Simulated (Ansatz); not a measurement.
NaF (CsCl type): gap against strain (epitaxial in the xy plane)

NaF (CsCl type), relaxed with r2SCAN in Ansatz, then strained (epitaxial in the xy plane; changes of length per length, axes as in the cell below) with the atoms relaxed again within the symmetry that is left. It is cubic, Pm-3m (No. 221); a = 2.793 Å in the conventional setting, 10.90 Å³ an atom. Na is surrounded by 8 F at 2.42 Å; F is surrounded by 8 Na at 2.42 Å. The cell comes from a prototype generator: it can be a known phase or a hypothetical one. Spin polarisation is off.

```yaml
crystal:
  lattice:
    - [2.79349, 0.00000, 0.00000]
    - [0.00000, 2.79349, 0.00000]
    - [0.00000, 0.00000, 2.79349]
  atoms:
    - { symbol: Na, position: [0.00000, 0.00000, 0.00000] }
    - { symbol: F, position: [0.50000, 0.50000, 0.50000] }
```

Gaps are the least over each mesh (PBE 10×10×10, r2SCAN 10×10×10, HSE06 6×6×6 when unstrained) and the special points, which keep their unstrained names; stress is the change from the unstrained cell, compression positive.

```
strain (%)  free normal strain (%)  gap, PBE (eV)  gap, r2SCAN (eV)  gap, HSE06 (eV)  edges, HSE06  in-plane stress, r2SCAN (GPa)  energy rise, r2SCAN (meV/atom)
     -2.97                   +0.22          6.449             7.397            8.689         M → Γ                          +6.01                            11.4
     -1.71                   +0.08          6.317             7.257            8.542         M → Γ                          +3.27                             3.6
       0.0                    0.00          6.128             7.058            8.331         M → Γ                           0.00                             0.0
     +0.36                   -0.03          6.069             6.997            8.269         M → Γ                          -0.63                             0.2
```

Between zero and the nearest strains the slope of the HSE06 gap against strain is -0.123 eV per percent for negative and -0.172 for positive strain.

The meshes of the hybrids are coarse, so their gaps aren't converged to the digits shown.
